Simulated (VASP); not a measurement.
Here is a VASP 6.6.1 calculation.

Contents of INCAR:

```
  PREC = Accurate
  ENCUT = 520
  EDIFF = 1E-6
  ISMEAR = -1
  SIGMA = 0.02
  LREAL = F
  LASPH = T
  NELM = 80
  ALGO = Normal
  ISIF = 2
  LWAVE = F
  LCHARG = T
  GGA = PE
  LELF = T
  LVHAR = T
  NBANDS = 15
```

File KPOINTS:

```
regular mesh
0
Gamma
  8 8 8
```

File POSCAR:

```
BaS
1.0
    0.0000000000      3.1937500000      3.1937500000
    3.1937500000      0.0000000000      3.1937500000
    3.1937500000      3.1937500000      0.0000000000
Ba S
1 1
Direct
    0.0000000000      0.0000000000      0.0000000000
    0.5000000000      0.5000000000      0.5000000000
```

Potentials or basis: VASP PAW PBE potentials, release 64 (Ba_sv, S).

The run is started by

```bash
$ cat potpaw_PBE.64/Ba_sv/POTCAR potpaw_PBE.64/S/POTCAR > POTCAR
$ mpirun -np 1 vasp_std > vasp.out
```

Task: Predict the pressure.

Result: 1.4 GPa.

Task: Predict the band gap on the k mesh.

Result: 2.11 eV, indirect (least direct gap 2.24 eV).

Caveat: spin-orbit coupling is left out, which moves the levels of the heavy elements.

**Experimental background.**

A printed reference work, monograph, original work of 1988 reports, for a bulk crystal of BaS at 2 K: band gap 3.806 eV (indirect).

Measured gap of BaS: 3.806 eV (indirect; 2 K; a printed reference work, monograph, original work of 1988). This calculation gives 2.11 eV (-1.70 eV). Spin-orbit coupling on Ba is left out. The value is that of PBE on a finite k mesh, which can miss the band edges, without temperature or zero-point motion. Semilocal functionals fall short of measured gaps as a rule.
